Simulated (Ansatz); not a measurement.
## Rb: symmetry broken, then relaxed

Computed with Ansatz 0.2.0, DFT PBE+D3(BJ), scalar-relativistic, plane waves, PAW. Settings: plane waves to 420 eV, k-mesh 8×4×4 (Γ-centred), Gaussian smearing 0.15 eV. No spin polarisation. Energies are free energies at this smearing, counted from the undisturbed cell; pressure is positive in compression.

Zero of the scan (relaxed at this level; this form isn't the usual structure):

```
Rb
1.0
    -4.95238    0.00000    0.00000
     0.00000    0.00000   -8.09908
     0.00000   -8.57778    0.00000
Rb
4
Direct
  0.50000 0.75000 0.16667
  0.00000 0.75000 0.66667
  0.00000 0.25000 0.33333
  0.50000 0.25000 0.83333
```

The atoms are displaced (Å, in the unstrained cell):

```csv
atom,ux,uy,uz
Rb1,0.141,-0.022,-0.026
Rb2,-0.064,-0.124,0.104
Rb3,-0.022,0.144,-0.043
Rb4,-0.055,0.002,-0.036
```

Cell and atoms are then relaxed.

Problem. Does the relaxation return to the undisturbed structure?

Solution. No. It ends 0.2 meV/atom below it, nearly level but in another symmetry or volume. The disturbance itself cost 3.5 meV/atom. The final space group reads Cmcm (tolerance 0.05 Å) and the volume changes by -0.05 %.

Final structure:

```yaml
crystal:
  lattice:
    - [-5.01295, 0.01018, -0.00024]
    - [-0.00039, -0.01164, -8.09462]
    - [0.01764, -8.47448, -0.01233]
  atoms:
    - { symbol: Rb, position: [0.49886, 0.74989, 0.17075] }
    - { symbol: Rb, position: [0.99817, 0.75008, 0.67074] }
    - { symbol: Rb, position: [0.00179, 0.24994, 0.32924] }
    - { symbol: Rb, position: [0.50118, 0.25009, 0.82927] }
```

The relaxation, step by step (energy from the first step; small jumps at an unchanged geometry come where the plane waves are selected anew for the new cell):

```
step  ΔE (meV/atom) largest force component (eV/Å) pressure (GPa)
   1            0.0                           0.062            0.01
   2           -0.9                           0.053            0.01
   3           -3.6                           0.007            0.01
   4           -3.7                           0.003            0.01
   5           -3.7                           0.002            0.00
   6           -3.7                           0.001            0.00
   7           -3.7                           0.001            0.00
```

Cost: 3 runs of about 6.3 core-minutes in all, on Arm Neoverse V1 (shared hosts).